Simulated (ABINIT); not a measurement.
Crystal: Te.

```
Te
1.0
     2.30590    1.33131    1.69095
    -2.30590    1.33131    1.69095
     0.00000   -2.66263    1.69095
Te
1
Direct
  0.50000 0.50000 0.50000
```

This isn't the form of Te at room conditions, which is trigonal, of chains.

| Item | Value |
| --- | --- |
| Program | ABINIT 10.8.3 (patched build) |
| Task | single point |
| Functional | PBE |
| Potentials or basis | JTH PAW PBE v2.0 |
| Cutoff | 408 eV |
| k mesh | 9 × 9 × 9 |
| Occupations | fermi-dirac, width 0.05 eV |
| Spin | no spin polarisation |

On this cell: pressure 2.5 GPa; band gap on the k mesh none (metal or under the smearing width).

The same run follows on a disturbed copy (cell strained at random at fixed volume):

```
Te
1.0
     2.28571    1.30841    1.72314
    -2.26423    1.29574    1.70383
    -0.00024   -2.65977    1.75728
Te
1
Direct
  0.50143 0.49386 0.50316
```

What changes?

The energy (extrapolated to zero smearing) moves by +0.0 meV/atom; pressure 2.8 GPa; band gap on the k mesh none (metal or under the smearing width).

Stress tensor (GPa, compression positive):
```
 2.95 -0.16 -0.23
-0.16  2.66  0.34
-0.23  0.34  2.81
```
